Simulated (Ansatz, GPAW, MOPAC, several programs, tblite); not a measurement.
# WSe2 (a single layer) from cheap methods to r2SCAN

Aim: run WSe2 as a single layer in vacuum through methods of unlike cost and see what each gets, and at what price.

Method: no spin polarisation, static lattice; gaps from single points on the cell relaxed beforehand with r²SCAN, in MOPAC, tblite, GPAW, Ansatz (versions at each run).

## Step 1: Starting point

Symmetry: P-6m2, No. 187, hexagonal system. The conventional cell has a = 3.314 Å, b = 3.314 Å, c = 31.238 Å, α = 90.00°, β = 90.00°, γ = 120.00°. W (site symmetry -6m2) is surrounded by 6 Se at 2.53 Å. Se (site symmetry 3m) is surrounded by 3 W at 2.53 Å.

As a file:

```cif
data_structure
_symmetry_space_group_name_H-M 'P 1'
_symmetry_Int_Tables_number 1
_cell_length_a 3.3144
_cell_length_b 3.3144
_cell_length_c 31.2378
_cell_angle_alpha 90.000
_cell_angle_beta 90.000
_cell_angle_gamma 120.000
_cell_volume 297.18
loop_
_atom_site_label
_atom_site_type_symbol
_atom_site_fract_x
_atom_site_fract_y
_atom_site_fract_z
_atom_site_occupancy
W1 W 0.33333 0.66667 0.28811 1
Se1 Se 0.66667 0.33333 0.34128 1
Se2 Se 0.66667 0.33333 0.23494 1
```

The cell holds a single layer (2H monolayer) with vacuum along c; the form is built, and need not be the compound's stable one.

**Question.** The methods are PM6, PM7, GFN1-xTB (tblite), GFN2-xTB (tblite), PBE/single-zeta, coarse PBE, GLLB-SC, PBE, r2SCAN. What gap does r2SCAN give on this cell, and which other methods (full PBE left aside) come nearest to r2SCAN and farthest in gap?

```
                                      quantity                                                                          value
                                        r2SCAN                                                                    gap 1.64 eV
gap: nearest and farthest of the other methods  PBE/single-zeta, coarse PBE (about 0.11 eV off); GFN2-xTB (tblite) (-0.51 eV)
```

For the gap (full PBE left aside), PBE/single-zeta, coarse PBE tie for nearest to r2SCAN; GFN2-xTB (tblite) is farthest. A minimal basis or a coarse cutoff and mesh shifts results by its own error, so closeness to r2SCAN can be chance. Cluster runs see only the k-points that fold onto the zone centre, so their gaps can miss the band edges. GLLB-SC is compared with its derivative discontinuity added. PM7, PM6 ended in an unphysical state and are left out of the comparison. CPU times run from 1.1 s (GFN1-xTB (tblite)) to 96 s (GLLB-SC). On this cell GLLB-SC cost more than r2SCAN itself (49 s), so it is no saving here. r2SCAN is a yardstick, not the truth: it usually gives gaps below the measured ones. Spin-orbit coupling is left out throughout.
